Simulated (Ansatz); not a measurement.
Crystal: Fe2Si.

```
Fe Si
1.0
    -1.34748    1.34748    4.45257
     1.34748   -1.34748    4.45257
     1.34748    1.34748   -4.45257
Fe Si
2 1
Direct
  0.66037 0.66037 0.00000
  0.33963 0.33963 0.00000
  0.00000 0.00000 0.00000
```

The cell comes from a database or a generator and needn't be the stable form of this composition.

```yaml
Program: Ansatz 0.2.0
Task: relaxation of cell and atoms
Functional: PBEsol
Potentials_or_basis: Ansatz PAW earlier set
Cutoff: "844 eV (not typed: the program's choice for these potentials)"
k_mesh: 14 × 14 × 14
Occupations: fermi-dirac, width 0.05 eV
Spin: collinear spin, ferromagnetic start
Starting_moments: "[3.0, 3.0, 0.0] μB"
```

At the start: volume 10.78 Å³/atom.

**Question.** Where does the relaxation end?

**Answer.** It ends after 5 steps and the volume is 10.39 Å³/atom (-3.7 %); space group I4/mmm (No. 139, to 0.05 Å); moment 2.25 μB per cell.

The path:
```csv
step,energy change (eV),largest force (eV/Å),volume (Å³)
1,0.0000,0.1149,32.34
2,-0.0280,0.0394,31.64
3,-0.0341,0.0147,31.12
4,-0.0341,0.0018,31.16
5,-0.0338,0.0014,31.16
```

Final structure:
```yaml
crystal:
  lattice:
    - [-1.33115, 1.33115, 4.39600]
    - [1.33115, -1.33115, 4.39600]
    - [1.33115, 1.33115, -4.39600]
  atoms:
    - { symbol: Fe, position: [0.66133, 0.66133, 0.00000] }
    - { symbol: Fe, position: [0.33867, 0.33867, 0.00000] }
    - { symbol: Si, position: [0.00000, 0.00000, 0.00000] }
```

Caveat: the plane-wave basis is chosen anew once the cell has moved, so the energies of steps on either side of that aren't comparable; the PAW data sets come from PBE, with cores solved anew for the run's functional, which leaves a small shift of forces and pressure.
